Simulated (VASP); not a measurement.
# Sn (Fd-3m) in VASP: further runs

One crystal, Sn, is run at these levels: PBEsol, AM05; tasks: relaxation of cell and atoms.

Program: VASP 6.6.1. These are calculated values, not measurements. Logs are shortened: lines on timing, memory, paths and dates and some standing lists are left out, and cuts for length are marked.

### 1 The structure

It takes space group Fd-3m (No. 227, cubic). Conventional cell: a = 6.467 Å, b = 6.467 Å, c = 6.467 Å, α = 90.00°, β = 90.00°, γ = 90.00°. Around Sn (site symmetry -43m) lie 4 Sn at 2.80 Å.

This isn't the form of Sn at room conditions, which is tetragonal (white tin).

### 2 Relaxation of cell and atoms, PBEsol

The input, INCAR:

```
SYSTEM = Sn
PREC = Accurate ; ENCUT = 600
EDIFF = 1E-6 ; ISMEAR = 0
SIGMA = 0.03 ; LREAL = .FALSE.
LASPH = .TRUE. ; NELM = 80
ALGO = Normal ; ISIF = 3
LWAVE = .FALSE. ; LCHARG = .FALSE.
GGA = PS ; IBRION = 2
NSW = 90 ; EDIFFG = -0.01
KPAR = 8
```

The input, KPOINTS:

```
Automatic mesh
0
G
  10 10 10
  0 0 0
```

The input, POSCAR:

```
Sn
1.0
    0.0000000000      3.2333428000      3.2333428000
    3.2333428000      0.0000000000      3.2333428000
    3.2333428000      3.2333428000      0.0000000000
Sn
2
Direct
    0.0000000000      0.0000000000      0.0000000000
    0.2500000000      0.2500000000      0.2500000000
```

Potentials or basis: VASP PAW PBE potentials, release 64 (Sn_d).

Command:

```console
$ cat potpaw_PBE.64/Sn_d/POTCAR > POTCAR
$ mpirun -np 8 vasp_std > vasp.out
```

OUTCAR:

```text
SYSTEM = Sn
   PREC = Accurate
   ENCUT = 600
   EDIFF = 1E-6
   ISMEAR = 0
   LREAL = .FALSE.
   LASPH = .TRUE.
   NELM = 80
   ISIF = 3
   GGA = PS
   IBRION = 2
   NSW = 90
   EDIFFG = -0.01

 ion  position               nearest neighbor table
   1  0.000  0.000  0.000-   2 2.80   2 2.80   2 2.80   2 2.80
   2  0.250  0.250  0.250-   1 2.80   1 2.80   1 2.80   1 2.80

  LATTYP: Found a face centered cubic cell.
 ALAT       =     6.4666856000

  Lattice vectors:

 A1 = (   0.0000000000,   3.2333428000,   3.2333428000)
 A2 = (   3.2333428000,   0.0000000000,   3.2333428000)
 A3 = (   3.2333428000,   3.2333428000,   0.0000000000)

Analysis of symmetry for initial positions (statically):
=====================================================================
 Subroutine PRICEL returns:
 Original cell was already a primitive cell.

 Routine SETGRP: Setting up the symmetry group for a
 face centered cubic supercell.

 Subroutine GETGRP returns: Found 48 space group operations
 (whereof 24 operations were pure point group operations)
 out of a pool of 48 trial point group operations.

The static configuration has the point symmetry T_d .
 The point group associated with its full space group is O_h .

Analysis of symmetry for dynamics (positions and initial velocities):
=====================================================================
 Subroutine PRICEL returns:
 Original cell was already a primitive cell.

 Routine SETGRP: Setting up the symmetry group for a
 face centered cubic supercell.

 Subroutine GETGRP returns: Found 48 space group operations
 (whereof 24 operations were pure point group operations)
 out of a pool of 48 trial point group operations.

The dynamic configuration has the point symmetry T_d .
 The point group associated with its full space group is O_h .

 Subroutine INISYM returns: Found 48 space group operations
 (whereof 24 operations are pure point group operations),
 and found     1 'primitive' translations

----------------------------------------------------------------------------------------

                                     Primitive cell

  volume of cell :      67.6060

  direct lattice vectors                    reciprocal lattice vectors
     0.000000000  3.233342800  3.233342800    -0.154638723  0.154638723  0.154638723
     3.233342800  0.000000000  3.233342800     0.154638723 -0.154638723  0.154638723
     3.233342800  3.233342800  0.000000000     0.154638723  0.154638723 -0.154638723

  length of vectors
     4.572637240  4.572637240  4.572637240     0.267842124  0.267842124  0.267842124

  position of ions in fractional coordinates (direct lattice)
     0.000000000  0.000000000  0.000000000
     0.250000000  0.250000000  0.250000000

  ion indices of the primitive-cell ions
   primitive index   ion index
                 1           1
                 2           2

----------------------------------------------------------------------------------------

 KPOINTS: Automatic mesh

Automatic generation of k-mesh.
 Grid dimensions read from file:
 generate k-points for:   10   10   10

 Generating k-lattice:

  Cartesian coordinates                     Fractional coordinates (reciprocal lattice)
    -0.015463872  0.015463872  0.015463872     0.100000000  0.000000000  0.000000000
     0.015463872 -0.015463872  0.015463872     0.000000000  0.100000000  0.000000000
     0.015463872  0.015463872 -0.015463872     0.000000000  0.000000000  0.100000000

  Length of vectors
     0.026784212  0.026784212  0.026784212

  Shift w.r.t. Gamma in fractional coordinates (k-lattice)
     0.000000000  0.000000000  0.000000000

 Subroutine IBZKPT returns following result:
 ===========================================

 Found     47 irreducible k-points:

 Following reciprocal coordinates:
            Coordinates               Weight
  0.000000  0.000000  0.000000      1.000000
  0.100000  0.000000  0.000000      8.000000
  0.200000  0.000000  0.000000      8.000000
  0.300000  0.000000  0.000000      8.000000
  0.400000  0.000000  0.000000      8.000000
  0.500000  0.000000  0.000000      4.000000
[... 16 lines left out ...]
  0.300000  0.300000  0.000000      6.000000
  0.400000  0.300000  0.000000     24.000000
 [... further k-points ...]
   k-points           NKPTS =     47   k-points in BZ     NKDIM =     47   number of bands    NBANDS=     18
   number of dos      NEDOS =    301   number of ions     NIONS =      2
   total plane-waves  NPLWV =  64000
   dimension x,y,z NGX =    40 NGY =   40 NGZ =   40
   dimension x,y,z NGXF=    80 NGYF=   80 NGZF=   80
   ions per type =               2
   NGX,Y,Z   is equivalent  to a cutoff of  14.54, 14.54, 14.54 a.u.
   NGXF,Y,Z  is equivalent  to a cutoff of  29.09, 29.09, 29.09 a.u.
 SYSTEM =  Sn
   PREC   = accura    normal or accurate (medium, high low for compatibility)
   ISTART =      0    job   : 0-new  1-cont  2-samecut
   ICHARG =      2    charge: 1-file 2-atom 10-const
   ISPIN  =      1    spin polarized calculation?
   LNONCOLLINEAR =      F non collinear calculations
   LSORBIT =      F    spin-orbit coupling
   LASPH  =      T    aspherical Exc in radial PAW
   ENCUT  =  600.0 eV  44.10 Ry    6.64 a.u.   9.13  9.13  9.13*2*pi/ulx,y,z
   NELM   =     80;   NELMIN=  2; NELMDL= -5     # of ELM steps
   EDIFF  = 0.1E-05   stopping-criterion for ELM
   LREAL  =      F    real-space projection
   EDIFFG = -.1E-01   stopping-criterion for IOM
   NSW    =     90    number of steps for IOM
   IBRION =      2    ionic relax: 0-MD 1-quasi-New 2-CG
   NFREE  =      1    steps in history (QN), initial steepest desc. (CG)
   ISIF   =      3    stress and relaxation
   ISYM   =      2    0-nonsym 1-usesym 2-fastsym
   POTIM  = 0.5000    time-step for ionic-motion
   TEBEG  =    0.0;   TEEND  =   0.0 temperature during run
   PSTRESS=    0.0 pullay stress
   NELECT =      28.0000    total number of electrons
   NUPDOWN=      -1.0000    fix difference up-down
   EMIN   =  10.00;   EMAX   =-10.00  energy-range for DOS
   EFERMI =   0.00;   METHOD = LEGACY
   ISMEAR =     0;   SIGMA  =   0.03  broadening in eV -4-tet -1-fermi 0-gaus
   EFERMI_NEDOS =   21; number of points for ismear=-14 and -15
   IALGO  =     38    algorithm
   IMIX   =      4    mixing-type and parameters
     AMIX     =   0.40;   BMIX     =  1.00
     AMIX_MAG =   1.60;   BMIX_MAG =  1.00
  volume/ion in A,a.u.               =      33.80       228.11
  Fermi-wavevector in a.u.,A,eV,Ry     =   1.220298  2.306028 20.260793  1.489126
  Thomas-Fermi vector in A             =   2.355520
   LORBIT       =      0    0 simple, 1 ext, 2 COOP (PROOUT), +10 PAW based schemes
   GGA     = PS    functional components
   LHFCALC =     F    Hartree Fock is set to
   AEXX    =    0.0000 exact exchange contribution
   IVDW    =     0    specifies the selected vdW correction
   LEPSILON=     F    determine dielectric tensor
   LRPA    =     F    only Hartree local field effects (RPA)
 conjugate gradient relaxation of ions
 non-spin polarized calculation
 Gauss-broadening in eV      SIGMA  =   0.03
  energy-cutoff  :      600.00
  volume of cell :       67.61
 maximum number of plane-waves:      2279
 NGX is ok and might be reduce to    40
   NGX = 19   NGY = 19   NGZ = 19

--------------------------------------- Ionic step        1  -------------------------------------------

 number of electron      28.0000005 magnetization

 Free energy of the ion-electron system (eV)
  ---------------------------------------------------
  ext. energy  EPLUGINS =         0.00000000
  ---------------------------------------------------
  free energy    TOTEN  =        -8.45316447 eV

  energy without entropy =       -8.45309432  energy(sigma->0) =       -8.45312940

------------------------ aborting loop because EDIFF is reached ----------------------------------------

  FORCE on cell =-STRESS in cart. coord.  units (eV):
  Direction    XX          YY          ZZ          XY          YZ          ZX
  --------------------------------------------------------------------------------------
  -------------------------------------------------------------------------------------
  Total        0.6209366      0.6209366      0.6209366      0.0000000      0.0000000      0.0000000
  in kB       14.7154175     14.7154175     14.7154175      0.0000000      0.0000000      0.0000000
  external PRESSURE =      14.7154175 kB  Pullay stress =       0.0000000 kB
[... 57 lines left out ...]
  energy  without entropy=       -8.4614159652  energy(sigma->0) =       -8.46158200

--------------------------------------- Ionic step        3  -------------------------------------------

 number of electron      28.0000003 magnetization

 Free energy of the ion-electron system (eV)
  ---------------------------------------------------
  ext. energy  EPLUGINS =         0.00000000
  ---------------------------------------------------
  free energy    TOTEN  =        -8.46304511 eV

  energy without entropy =       -8.46283448  energy(sigma->0) =       -8.46293979

 E-fermi :   5.1834     XC(G=0):  -8.9695

 val. band max:        5.1576733685   @ k =   0.1000   0.0000   0.0000
 cond. band min:       5.2192190294   @ k =   0.4000   0.0000   0.0000
 fundamental gap:      0.0615456609
 Fermi energy:         5.1834320167

 k-point     1 :       0.0000    0.0000    0.0000
  band No.  band energies     occupation
      1     -16.2969      2.00000
      2     -16.2969      2.00000
      3     -16.2969      2.00000
      4     -16.2395      2.00000
      5     -16.2395      2.00000
      6     -15.9454      2.00000
[... 10 lines left out ...]
     17       7.4071      0.00000
     18       7.4071      0.00000
[... 466 lines left out ...]
      2     -16.3371      2.00000
      3     -16.2683      2.00000
      4     -16.1559      2.00000
      5     -16.1237      2.00000
      6     -16.0977      2.00000
[... 10 lines left out ...]
     17      10.6081      0.00000
     18      11.1023      0.00000

 [... further k-points ...]

------------------------ aborting loop because EDIFF is reached ----------------------------------------

  FORCE on cell =-STRESS in cart. coord.  units (eV):
  Direction    XX          YY          ZZ          XY          YZ          ZX
  --------------------------------------------------------------------------------------
  -------------------------------------------------------------------------------------
  Total       -0.0019574     -0.0019574     -0.0019574      0.0000000      0.0000000      0.0000000
  in kB       -0.0449043     -0.0449043     -0.0449043      0.0000000      0.0000000      0.0000000
  external PRESSURE =      -0.0449043 kB  Pullay stress =       0.0000000 kB
[... 17 lines left out ...]
  FREE ENERGIE OF THE ION-ELECTRON SYSTEM (eV)
  ---------------------------------------------------
  free  energy   TOTEN  =        -8.4630451062 eV

  energy  without entropy=       -8.4628344792  energy(sigma->0) =       -8.46293979

 reached required accuracy - stopping structural energy minimisation
```

Wall time 23 s (8 MPI ranks of Intel Xeon Platinum 8488C (Sapphire Rapids), shared host); peak memory 0.3 GiB.

What came out:

```
Free energy                            : -8.4630 eV
Relaxed volume                         : 34.92 Å³/atom
Relaxed cell                           : a = 4.622 Å, b = 4.622 Å, c = 4.622 Å, α = 60.00°, β = 60.00°, γ = 60.00°
Space group after relaxing (to 0.05 Å) : Fd-3m (No. 227)
Energy gained by relaxing              : 4.9 meV/atom
Ionic steps                            : 3
Pressure after relaxing                : 0.0 GPa
Band gap on the k mesh                 : none (metal or under the smearing width)
```

Step by step:
| step | energy change (eV) | largest force (eV/Å) | pressure (GPa) | volume (Å³) |
| --- | --- | --- | --- | --- |
| 1 | 0.0000 | 0.0000 | 1.47 | 67.61 |
| 2 | -0.0086 | 0.0000 | -0.46 | 70.69 |
| 3 | -0.0099 | 0.0000 | 0.00 | 69.84 |

Final structure:
```cif
data_structure
_symmetry_space_group_name_H-M 'P 1'
_symmetry_Int_Tables_number 1
_cell_length_a 4.6225
_cell_length_b 4.6225
_cell_length_c 4.6225
_cell_angle_alpha 60.000
_cell_angle_beta 60.000
_cell_angle_gamma 60.000
_cell_volume 69.84
loop_
_atom_site_label
_atom_site_type_symbol
_atom_site_fract_x
_atom_site_fract_y
_atom_site_fract_z
_atom_site_occupancy
Sn1 Sn 0.00000 0.00000 0.00000 1
Sn2 Sn 0.25000 0.25000 0.25000 1
```

Levels at points of the mesh, in eV from the Fermi level:
| k point | band 12 | band 13 | band 14 | band 15 | band 16 | band 17 |
| --- | --- | --- | --- | --- | --- | --- |
| (0.00, 0.00, 0.00) | -0.77 | 0.16 | 0.16 | 0.16 | 2.22 | 2.22 |
| (0.50, 0.00, 0.00) | -6.16 | -1.01 | -1.01 | -0.03 | 3.28 | 3.28 |
| (0.50, 0.50, 0.00) | -7.38 | -2.32 | -2.32 | 0.86 | 0.86 | 7.65 |

Caveat: the PAW data sets were made with another functional, which shifts forces and pressure a little. Zero-point motion and thermal expansion aren't in these numbers.

### 3 Relaxation of cell and atoms, PBEsol

This run uses another cell than the first one, of 34.92 Å³/atom, 1.033 times its volume.

The input, INCAR:

```
SYSTEM = Sn
PREC = Accurate ; ENCUT = 600
EDIFF = 1E-7 ; ISMEAR = 0
SIGMA = 0.03 ; LREAL = .FALSE.
LASPH = .TRUE. ; NELM = 80
ALGO = Normal ; ISIF = 3
LWAVE = .FALSE. ; LCHARG = .FALSE.
GGA = PS ; IBRION = 2
NSW = 90 ; EDIFFG = -0.005
KPAR = 8
```

KPOINTS is that of step 2.

The input, POSCAR:

```
Sn                                      
1.0
    0.0000000000      3.2685833785      3.2685833785
    3.2685833785     -0.0000000000      3.2685833785
    3.2685833785      3.2685833785      0.0000000000
  Sn            
     2
Direct
     0.0000000000000000    0.0000000000000000    0.0000000000000000
     0.2500000000000000    0.2500000000000000    0.2500000000000000
```

Potentials or basis: VASP PAW PBE potentials, release 64 (Sn_d).

Command:

```console
$ cat potpaw_PBE.64/Sn_d/POTCAR > POTCAR
$ mpirun -np 8 vasp_std > vasp.out
```

OUTCAR:

```text
SYSTEM = Sn
   PREC = Accurate
   ENCUT = 600
   EDIFF = 1E-7
   ISMEAR = 0
   LREAL = .FALSE.
   LASPH = .TRUE.
   NELM = 80
   ISIF = 3
   GGA = PS
   IBRION = 2
   NSW = 90
   EDIFFG = -0.005

 ion  position               nearest neighbor table
   1  0.000  0.000  0.000-   2 2.83   2 2.83   2 2.83   2 2.83
   2  0.250  0.250  0.250-   1 2.83   1 2.83   1 2.83   1 2.83

  LATTYP: Found a face centered cubic cell.
[... 701 lines left out ...]

  FORCE on cell =-STRESS in cart. coord.  units (eV):
  Direction    XX          YY          ZZ          XY          YZ          ZX
  --------------------------------------------------------------------------------------
  -------------------------------------------------------------------------------------
  Total        0.0021704      0.0021704      0.0021704      0.0000000      0.0000000     -0.0000000
  in kB        0.0497890      0.0497890      0.0497890      0.0000000      0.0000000     -0.0000000
  external PRESSURE =       0.0497890 kB  Pullay stress =       0.0000000 kB

 VOLUME and BASIS-vectors are now :
 -----------------------------------------------------------------------------
  energy-cutoff  :      600.00
  volume of cell :       69.84
      direct lattice vectors                 reciprocal lattice vectors
     0.000000000  3.268583378  3.268583378    -0.152971469  0.152971469  0.152971469
     3.268583378  0.000000000  3.268583378     0.152971469 -0.152971469  0.152971469
     3.268583378  3.268583378  0.000000000     0.152971469  0.152971469 -0.152971469

 POSITION                                       TOTAL-FORCE (eV/Angst)
 -----------------------------------------------------------------------------------
      0.00000      0.00000      0.00000        -0.000000     -0.000000     -0.000000
      1.63429      1.63429      1.63429         0.000000      0.000000      0.000000
 -----------------------------------------------------------------------------------
    total drift:                               -0.000000     -0.000000      0.000000

  FREE ENERGIE OF THE ION-ELECTRON SYSTEM (eV)
  ---------------------------------------------------
  free  energy   TOTEN  =        -8.4633191878 eV

  energy  without entropy=       -8.4631083316  energy(sigma->0) =       -8.46321376

 reached required accuracy - stopping structural energy minimisation
```

OSZICAR:

```text
N       E                     dE             d eps       ncg     rms          rms(c)
DAV:   1     0.214600863348E+03    0.21460E+03   -0.16120E+04  1694   0.238E+03
DAV:   2     0.121070845602E+02   -0.20249E+03   -0.20031E+03  1700   0.470E+02
DAV:   3    -0.789784985464E+01   -0.20005E+02   -0.19840E+02  1912   0.151E+02
DAV:   4    -0.853722121558E+01   -0.63937E+00   -0.63784E+00  1912   0.294E+01
DAV:   5    -0.856297266796E+01   -0.25751E-01   -0.25750E-01  2254   0.548E+00    0.318E+00
DAV:   6    -0.849485403871E+01    0.68119E-01   -0.46672E-02  2106   0.316E+00    0.180E+00
DAV:   7    -0.846214146800E+01    0.32713E-01   -0.58910E-02  1862   0.291E+00    0.164E-01
DAV:   8    -0.846302909730E+01   -0.88763E-03   -0.66205E-03  1796   0.110E+00    0.543E-02
DAV:   9    -0.846331099449E+01   -0.28190E-03   -0.37261E-04  2116   0.139E-01    0.124E-02
DAV:  10    -0.846331722413E+01   -0.62296E-05   -0.22505E-05  2092   0.548E-02    0.524E-03
DAV:  11    -0.846331912960E+01   -0.19055E-05   -0.36207E-06  1744   0.128E-02    0.121E-03
DAV:  12    -0.846331918777E+01   -0.58164E-07   -0.94850E-08  1500   0.342E-03
   1 F= -.84633192E+01 E0= -.84632138E+01  d E =-.846332E+01
```

CONTCAR:

```text
Sn
   1.00000000000000
     0.0000000000000000    3.2685833784999998    3.2685833784999998
     3.2685833784999998    0.0000000000000000    3.2685833784999998
     3.2685833784999998    3.2685833784999998    0.0000000000000000
  Sn
     2
Direct
     0.0000000000000000    0.0000000000000000    0.0000000000000000
     0.2500000000000000    0.2500000000000000    0.2500000000000000

  0.00000000E+00  0.00000000E+00  0.00000000E+00
  0.00000000E+00  0.00000000E+00  0.00000000E+00
```

Run time: 11 s. Hardware: 8 MPI ranks of Intel Xeon Platinum 8488C (Sapphire Rapids), shared host; peak memory 0.28 GiB.

Results:

```
Free energy             : -8.4633 eV
Pressure after relaxing : 0.0 GPa
Band gap on the k mesh  : none (metal or under the smearing width)
```

Final structure:
```
CELL_PARAMETERS angstrom
0.00000 3.26858 3.26858
3.26858 0.00000 3.26858
3.26858 3.26858 0.00000
ATOMIC_POSITIONS crystal
Sn 0.00000 0.00000 0.00000
Sn 0.25000 0.25000 0.25000
```

Caveat: the relaxation stopped at its first step, so nothing moved; the PAW data sets were made with another functional, which shifts forces and pressure a little.

(Continued in part 2 of 2.)
